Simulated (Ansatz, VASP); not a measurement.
One calculation of AlN, two programs

```
CELL_PARAMETERS angstrom
3.11000 0.00000 0.00000
-1.55500 2.69334 0.00000
0.00000 0.00000 5.12940
ATOMIC_POSITIONS crystal
Al 0.66667 0.33333 0.00256
Al 0.33333 0.66667 0.50256
N 0.66667 0.33333 0.37944
N 0.33333 0.66667 0.87944
```

Change from the starting cell: z stretched by +3 %, ions relaxed.

Alike in both runs: functional PBE; k mesh 11 × 11 × 6; occupations fermi-dirac, width 0.02 eV; no spin polarisation.

Ansatz relaxed the structure, and its values are those at the end. VASP's run is a single point on that final structure, the one shown.

```csv
,VASP,Ansatz
version,VASP 6.6.1,Ansatz 0.2.0
potentials or method,"VASP PAW PBE potentials, release 64 (Al, N)","plane-wave PAW, scalar-relativistic"
plane-wave cutoff (eV),520,420
valence electrons in the cell,16,16
```

```csv
,VASP,Ansatz,Ansatz less VASP
gap on the k mesh at the Fermi level (eV),4.05,4.04,-0.008
pressure (GPa),-1.7,-1.4,+0.27
```

Ansatz warned: «stress_scf_threshold_loose».

Caveats: an odd mesh through Γ misses points on the zone boundary, where band edges often lie.
